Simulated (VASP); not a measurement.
# TiB2 (P6/mmm) in VASP: single point with PBE

Aim: the single point of TiB2 with PBE.

Everything below comes from runs of VASP 6.6.1. Logs are shortened: lines on timing, memory, paths and dates and some standing lists are left out, and cuts for length are marked.

## (1) Starting point

The structure is hexagonal, space group P6/mmm (No. 191). Conventional cell: a = 3.029 Å, b = 3.029 Å, c = 3.228 Å, α = 90.00°, β = 90.00°, γ = 120.00°. Around Ti (site symmetry 6/mmm) lie 12 B at 2.38 Å. B (site symmetry -6m2) is surrounded by 3 B at 1.75 Å.

## (2) Single point, PBE

File INCAR:

```
SYSTEM = TiB2
PREC     = Accurate       ! precision mode
ENCUT    = 520            ! plane-wave cutoff, eV
EDIFF    = 1E-6           ! SCF threshold, eV
ISMEAR   = -1             ! smearing method
SIGMA    = 0.08           ! smearing width, eV
LREAL    = .FALSE.        ! projectors in reciprocal space
LASPH    = .TRUE.         ! aspherical terms in the spheres
NELM     = 60             ! most SCF steps
ALGO     = Normal         ! electronic algorithm
ISIF     = 2              ! what is computed and relaxed
LWAVE    = .FALSE.        ! write WAVECAR
LCHARG   = .FALSE.        ! write CHGCAR
GGA      = PE             ! functional
NBANDS   = 16             ! bands
```

File KPOINTS:

```
Automatic mesh
0
G
  15 15 13
  0 0 0
```

File POSCAR:

```
TiB2
1.0
    3.0291982016      0.0000000000      0.0000000000
   -1.5145991008      2.6233625957      0.0000000000
    0.0000000000      0.0000000000      3.2284000000
Ti B
1 2
Direct
    0.0000000000      0.0000000000      0.0000000000
    0.3333333333      0.6666666667      0.5000000000
    0.6666666667      0.3333333333      0.5000000000
```

Potentials or basis: VASP PAW PBE potentials, release 64 (Ti_sv, B).

Run with:

```sh
$ cat potpaw_PBE.64/Ti_sv/POTCAR potpaw_PBE.64/B/POTCAR > POTCAR
$ mpirun -np 1 vasp_std > vasp.out
```

OUTCAR:

```text
SYSTEM = TiB2
   PREC = Accurate
   ENCUT = 520
   EDIFF = 1E-6
   ISMEAR = -1
   LREAL = .FALSE.
   LASPH = .TRUE.
   NELM = 60
   ISIF = 2
   GGA = PE

 ion  position               nearest neighbor table
   1  0.000  0.000  0.000-   2 2.38   3 2.38   2 2.38   3 2.38   3 2.38   3 2.38   2 2.38   2 2.38
                             3 2.38   3 2.38   2 2.38   2 2.38
   2  0.333  0.667  0.500-   3 1.75   3 1.75   3 1.75   1 2.38   1 2.38   1 2.38   1 2.38   1 2.38
                             1 2.38
   3  0.667  0.333  0.500-   2 1.75   2 1.75   2 1.75   1 2.38   1 2.38   1 2.38   1 2.38   1 2.38
                             1 2.38

  LATTYP: Found a hexagonal cell.
 ALAT       =     3.0291982016
 C/A-ratio  =     1.0657605693

  Lattice vectors:

 A1 = (   3.0291982016,   0.0000000000,   0.0000000000)
 A2 = (  -1.5145991008,   2.6233625957,   0.0000000000)
 A3 = (   0.0000000000,   0.0000000000,   3.2284000000)

Analysis of symmetry for initial positions (statically):
=====================================================================
 Subroutine PRICEL returns:
 Original cell was already a primitive cell.

 Routine SETGRP: Setting up the symmetry group for a
 hexagonal supercell.

 Subroutine GETGRP returns: Found 24 space group operations
 (whereof 24 operations were pure point group operations)
 out of a pool of 24 trial point group operations.

The static configuration has the point symmetry D_6h.

Analysis of symmetry for dynamics (positions and initial velocities):
=====================================================================
 Subroutine PRICEL returns:
 Original cell was already a primitive cell.

 Routine SETGRP: Setting up the symmetry group for a
 hexagonal supercell.

 Subroutine GETGRP returns: Found 24 space group operations
 (whereof 24 operations were pure point group operations)
 out of a pool of 24 trial point group operations.

The dynamic configuration has the point symmetry D_6h.

 Subroutine INISYM returns: Found 24 space group operations
 (whereof 24 operations are pure point group operations),
 and found     1 'primitive' translations

----------------------------------------------------------------------------------------

                                     Primitive cell

  volume of cell :      25.6551

  direct lattice vectors                    reciprocal lattice vectors
     3.029198202  0.000000000  0.000000000     0.330120360  0.190595079  0.000000000
    -1.514599101  2.623362596  0.000000000     0.000000000  0.381190157  0.000000000
     0.000000000  0.000000000  3.228400000     0.000000000  0.000000000  0.309750960

  length of vectors
     3.029198202  3.029198202  3.228400000     0.381190157  0.381190157  0.309750960

  position of ions in fractional coordinates (direct lattice)
     0.000000000  0.000000000  0.000000000
     0.333333333  0.666666667  0.500000000
     0.666666667  0.333333333  0.500000000

  ion indices of the primitive-cell ions
   primitive index   ion index
                 1           1
                 2           2
                 3           3

----------------------------------------------------------------------------------------

 KPOINTS: Automatic mesh

Automatic generation of k-mesh.
 Grid dimensions read from file:
 generate k-points for:   15   15   13

 Generating k-lattice:

  Cartesian coordinates                     Fractional coordinates (reciprocal lattice)
     0.022008024  0.012706339  0.000000000     0.066666667  0.000000000  0.000000000
     0.000000000  0.025412677  0.000000000     0.000000000  0.066666667  0.000000000
     0.000000000  0.000000000  0.023826997     0.000000000  0.000000000  0.076923077

  Length of vectors
     0.025412677  0.025412677  0.023826997

  Shift w.r.t. Gamma in fractional coordinates (k-lattice)
     0.000000000  0.000000000  0.000000000

 Subroutine IBZKPT returns following result:
 ===========================================

 Found    189 irreducible k-points:

 Following reciprocal coordinates:
            Coordinates               Weight
  0.000000  0.000000  0.000000      1.000000
  0.066667  0.000000  0.000000      6.000000
  0.133333  0.000000  0.000000      6.000000
  0.200000  0.000000  0.000000      6.000000
  0.266667  0.000000  0.000000      6.000000
  0.333333  0.000000  0.000000      6.000000
[... 16 lines left out ...]
  0.333333  0.200000  0.000000     12.000000
  0.400000  0.200000  0.000000      6.000000
 [... further k-points ...]
   k-points           NKPTS =    189   k-points in BZ     NKDIM =    189   number of bands    NBANDS=     16
   number of dos      NEDOS =    301   number of ions     NIONS =      3
   total plane-waves  NPLWV =  13824
   dimension x,y,z NGX =    24 NGY =   24 NGZ =   24
   dimension x,y,z NGXF=    48 NGYF=   48 NGZF=   48
   ions per type =               1   2
   NGX,Y,Z   is equivalent  to a cutoff of  13.17, 13.17, 12.36 a.u.
   NGXF,Y,Z  is equivalent  to a cutoff of  26.34, 26.34, 24.72 a.u.
 SYSTEM =  TiB2
   PREC   = accura    normal or accurate (medium, high low for compatibility)
   ISTART =      0    job   : 0-new  1-cont  2-samecut
   ICHARG =      2    charge: 1-file 2-atom 10-const
   ISPIN  =      1    spin polarized calculation?
   LNONCOLLINEAR =      F non collinear calculations
   LSORBIT =      F    spin-orbit coupling
   LASPH  =      T    aspherical Exc in radial PAW
   ENCUT  =  520.0 eV  38.22 Ry    6.18 a.u.   5.63  5.63  6.00*2*pi/ulx,y,z
   NELM   =     60;   NELMIN=  2; NELMDL= -5     # of ELM steps
   EDIFF  = 0.1E-05   stopping-criterion for ELM
   LREAL  =      F    real-space projection
   EDIFFG = 0.1E-04   stopping-criterion for IOM
   NSW    =      0    number of steps for IOM
   IBRION =     -1    ionic relax: 0-MD 1-quasi-New 2-CG
   NFREE  =      0    steps in history (QN), initial steepest desc. (CG)
   ISIF   =      2    stress and relaxation
   ISYM   =      2    0-nonsym 1-usesym 2-fastsym
   POTIM  = 0.5000    time-step for ionic-motion
   TEBEG  =    0.0;   TEEND  =   0.0 temperature during run
   PSTRESS=    0.0 pullay stress
   NELECT =      18.0000    total number of electrons
   NUPDOWN=      -1.0000    fix difference up-down
   EMIN   =  10.00;   EMAX   =-10.00  energy-range for DOS
   EFERMI =   0.00;   METHOD = LEGACY
   ISMEAR =    -1;   SIGMA  =   0.08  broadening in eV -4-tet -1-fermi 0-gaus
   EFERMI_NEDOS =   21; number of points for ismear=-14 and -15
   IALGO  =     38    algorithm
   IMIX   =      4    mixing-type and parameters
     AMIX     =   0.40;   BMIX     =  1.00
     AMIX_MAG =   1.60;   BMIX_MAG =  1.00
  volume/ion in A,a.u.               =       8.55        57.71
  Fermi-wavevector in a.u.,A,eV,Ry     =   1.454704  2.748991 28.792144  2.116163
  Thomas-Fermi vector in A             =   2.571824
   LORBIT       =      0    0 simple, 1 ext, 2 COOP (PROOUT), +10 PAW based schemes
   GGA     = PE    functional components
   LHFCALC =     F    Hartree Fock is set to
   AEXX    =    0.0000 exact exchange contribution
   IVDW    =     0    specifies the selected vdW correction
   LEPSILON=     F    determine dielectric tensor
   LRPA    =     F    only Hartree local field effects (RPA)
 non-spin polarized calculation
  energy-cutoff  :      520.00
  volume of cell :       25.66
 maximum number of plane-waves:       721
 NGX is ok and might be reduce to    24
   NGX = 11   NGY = 11   NGZ = 13

 number of electron      18.0000002 magnetization

 Free energy of the ion-electron system (eV)
  ---------------------------------------------------
  ext. energy  EPLUGINS =         0.00000000
  ---------------------------------------------------
  free energy    TOTEN  =       -24.43297199 eV

  energy without entropy =      -24.42484737  energy(sigma->0) =      -24.42890968

 E-fermi :  10.0175     XC(G=0): -12.7686

 val. band max:       10.0141573753   @ k =   0.2000   0.2000   0.0769
 cond. band min:      10.0624416400   @ k =   0.0667   0.0000   0.3846
 fundamental gap:      0.0482842647
 Fermi energy:        10.0174631526

 k-point     1 :       0.0000    0.0000    0.0000
  band No.  band energies     occupation
      1     -46.9573      2.00000
      2     -23.3101      2.00000
      3     -22.9936      2.00000
      4     -22.9936      2.00000
      5      -3.5092      2.00000
      6       7.3981      2.00000
[... 8 lines left out ...]
     15      15.7666      0.00000
     16      16.9200      0.00000

 k-point     2 :       0.0667    0.0000    0.0000
  band No.  band energies     occupation
      1     -46.9549      2.00000
      2     -23.3070      2.00000
      3     -23.0115      2.00000
      4     -22.9976      2.00000
      5      -3.4235      2.00000
      6       7.1480      2.00000
[... 8 lines left out ...]
     15      16.3094      0.00000
     16      17.1898      0.00000

 k-point     3 :       0.1333    0.0000    0.0000
  band No.  band energies     occupation
      1     -46.9483      2.00000
      2     -23.2986      2.00000
      3     -23.0621      2.00000
      4     -23.0091      2.00000
      5      -3.1695      2.00000
      6       6.4716      2.00000
[... 8 lines left out ...]
     15      17.4884      0.00000
     16      18.0062      0.00000

 k-point     4 :       0.2000    0.0000    0.0000
  band No.  band energies     occupation
      1     -46.9385      2.00000
      2     -23.2862      2.00000
      3     -23.1358      2.00000
      4     -23.0260      2.00000
      5      -2.7563      2.00000
      6       5.5317      2.00000
[... 8 lines left out ...]
     15      17.8394      0.00000
     16      18.9584      0.00000
[... 324 lines left out ...]
 k-point    22 :       0.2667    0.2000    0.0000
  band No.  band energies     occupation
      1     -46.9059      2.00000
      2     -23.3179      2.00000
      3     -23.2448      2.00000
      4     -23.1408      2.00000
      5      -0.6157      2.00000
      6       3.0339      2.00000
[... 8 lines left out ...]
     15      18.5788      0.00000
     16      19.8511      0.00000

 k-point    23 :       0.3333    0.2000    0.0000
  band No.  band energies     occupation
      1     -46.9005      2.00000
      2     -23.3410      2.00000
      3     -23.2380      2.00000
      4     -23.1663      2.00000
      5       0.2225      2.00000
      6       2.1073      2.00000
[... 8 lines left out ...]
     15      18.7078      0.00000
     16      19.9082      0.00000

 k-point    24 :       0.4000    0.2000    0.0000
  band No.  band energies     occupation
      1     -46.8986      2.00000
      2     -23.3488      2.00000
      3     -23.2356      2.00000
      4     -23.1757      2.00000
      5       1.0868      2.00000
      6       1.2012      2.00000
[... 8 lines left out ...]
     15      18.7787      0.00000
     16      19.9227      0.00000

 [... further k-points ...]

------------------------ aborting loop because EDIFF is reached ----------------------------------------

  FORCE on cell =-STRESS in cart. coord.  units (eV):
  Direction    XX          YY          ZZ          XY          YZ          ZX
  --------------------------------------------------------------------------------------
  -------------------------------------------------------------------------------------
  Total        0.1271883      0.1271883     -0.0334152      0.0000000     -0.0000000     -0.0000000
  in kB        7.9429976      7.9429976     -2.0868045      0.0000000     -0.0000000     -0.0000000
  external PRESSURE =       4.5997303 kB  Pullay stress =       0.0000000 kB

 VOLUME and BASIS-vectors are now :
 -----------------------------------------------------------------------------
  energy-cutoff  :      520.00
  volume of cell :       25.66
      direct lattice vectors                 reciprocal lattice vectors
     3.029198202  0.000000000  0.000000000     0.330120360  0.190595079  0.000000000
    -1.514599101  2.623362596  0.000000000     0.000000000  0.381190157  0.000000000
     0.000000000  0.000000000  3.228400000     0.000000000  0.000000000  0.309750960

 POSITION                                       TOTAL-FORCE (eV/Angst)
 -----------------------------------------------------------------------------------
      0.00000      0.00000      0.00000        -0.000000      0.000000      0.000000
     -0.00000      1.74891      1.61420         0.000000      0.000000     -0.000000
      1.51460      0.87445      1.61420        -0.000000      0.000000      0.000000
 -----------------------------------------------------------------------------------
    total drift:                               -0.000000      0.000000      0.000000

  FREE ENERGIE OF THE ION-ELECTRON SYSTEM (eV)
  ---------------------------------------------------
  free  energy   TOTEN  =       -24.4329719927 eV

  energy  without entropy=      -24.4248473729  energy(sigma->0) =      -24.42890968
```

Wall time 20 s (1 thread of Intel Xeon 6975P-C (Granite Rapids), shared host); peak memory 0.19 GiB.

What came out:

```yaml
Free_energy: -24.4330 eV
Pressure: 0.5 GPa
Band_gap_on_the_k_mesh: none (metal or under the smearing width)
```

Stress tensor (GPa, compression positive):
```
 0.79  0.00  0.00
 0.00  0.79  0.00
 0.00  0.00 -0.21
```
